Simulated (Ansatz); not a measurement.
# Worked example: C3H10OSi + C4H10 → C2H8OSi + C5H12

Species: C3H10OSi `CCO[SiH2]C`, singlet; C4H10 (butane) `CCCC`, singlet; C2H8OSi `CO[SiH2]C`, singlet; C5H12 (isopentane) `CCC(C)C`, singlet. The partners trade CH3 for H; both sit on C, so the bond types are kept.

Shapes, held fixed at every level: PBE0-D4/def2-TZVP. Flexible molecules stand in one conformer, not always the lowest. Programs: Ansatz 0.2.0. Electronic energies: no zero-point or thermal term.

At CCSD(T)/CBS estimate; 1 Eh = 2625.50 kJ/mol:

| species | energy (Eh) |
| --- | --- |
| C3H10OSi | -484.475119 |
| C4H10 | -158.241596 |
| C2H8OSi | -445.208959 |
| C5H12 | -197.504246 |

Question: Work out ΔE of the reaction at this level.

Answer: 
1. Products less reactants: (-445.208959) + (-197.504246) − [(-484.475119) + (-158.241596)] = 0.003510 Eh = +9.2 kJ/mol.

Other levels give +7.0 (MP2/def2-TZVPP) to +18.2 kJ/mol (HF/def2-TZVPP). No measured value is set beside it here. The CBS estimate extrapolates MP2 from def2-TZVPP and def2-QZVPP and adds CCSD(T) − MP2 in the triple-zeta set, cores frozen.
